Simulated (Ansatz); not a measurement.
**RbCl: a single-point run**

Wanted: a converged single-point run for RbCl, and a check of what comes out. The structure is shown as the input types it.

Computed with Ansatz 0.2.0 (density functional or hybrid calculation with the settings of its input, plane waves (as first typed), unless a step's input says otherwise).

7 further runs of the same task are left out: 7 that didn't finish.

### Step 1. The system as given

The structure is cubic, space group Fm-3m (No. 225). The conventional cell has a = 6.612 Å, b = 6.612 Å, c = 6.612 Å, α = 90.00°, β = 90.00°, γ = 90.00°. Rb (site symmetry m-3m) is surrounded by 6 Cl at 3.31 Å. Cl (site symmetry m-3m) has 6 Rb at 3.31 Å as nearest neighbours.

Structure file:

```
CELL_PARAMETERS angstrom
0.00000 3.30581 3.30581
3.30581 0.00000 3.30581
3.30581 3.30581 0.00000
ATOMIC_POSITIONS crystal
Rb 0.00000 0.00000 0.00000
Cl 0.50000 0.50000 0.50000
```

### Step 2. The calculation

Contents of input.yaml:

```yaml
crystal:
  lattice:
    - [0.0, 3.3058127846, 3.3058127846]
    - [3.3058127846, 0.0, 3.3058127846]
    - [3.3058127846, 3.3058127846, 0.0]
  atoms:
    - { symbol: Rb, position: [0.0, 0.0, 0.0] }
    - { symbol: Cl, position: [0.5, 0.5, 0.5] }
kpoints:
  mp_grid: { grid: [4, 4, 4] }
hamiltonian:
  xc: pbe
scf:
  occupations: { method: fixed }
  n_extra_bands: 4
  max_iter: 75
output:
  forces: true
  stress: true
  eigenvalues: true
basis:
  ecutwfc: 40
```

On the command line:

```console
> ansatz run input.yaml --threads 4 --pin off --max-ram 3686MiB --backend cpu --events-out ev --progress --plain --runs-dir out
```

Q: Will this input give a usable result? If not, why, and what should change?

The run converged and reported no error, with warnings (cutoff below recommended, metallic iterate). It gives a pressure of -16 GPa, which is large.

Look at the input: basis.ecutwfc is 40. The cutoff lies far under what these potentials need. The potentials' recommended cutoff is 420 eV.

The test: delete basis.ecutwfc (the default then holds).
